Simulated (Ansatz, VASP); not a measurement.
**Two plane-wave programs on As**

```
As
1.0
     2.59089    0.00000    0.00000
     0.00000    2.59089    0.00000
     0.00000    0.00000    2.59089
As
1
Direct
  0.50000 0.50000 0.50000
```

Change from the starting cell: volume scaled by 0.88.

Alike in both runs: task band structure; functional r2SCAN; k mesh 10 × 10 × 10; occupations gaussian, width 0.1 eV; no spin polarisation.

```csv
,VASP,Ansatz
version,VASP 6.6.1,Ansatz 0.2.0
potentials or method,"VASP PAW PBE potentials, release 64 (As)",Ansatz PAW
plane-wave cutoff (eV),520,500
valence electrons in the cell,5,15
```

|  | VASP | Ansatz | Ansatz less VASP |
| --- | --- | --- | --- |
| gap on the k mesh at the Fermi level (eV) | none | none | - |
| pressure (GPa) | 15.5 | 15.3 | -0.16 |

A gap of «none» marks a metal or a gap that the smearing closes. The functional is the same, so the differences come from potentials, cutoffs and numerics. The two sets of potentials don't hold the same shells in valence.

Caveats: the PAW data sets were made with another functional, which shifts forces and pressure a little (VASP); so large a pressure means that the cell lies far from this level's equilibrium, or that cutoff or potentials fall short (Ansatz); the PAW data sets come from PBE, with cores solved anew for the run's functional, which leaves a small shift of forces and pressure (Ansatz).
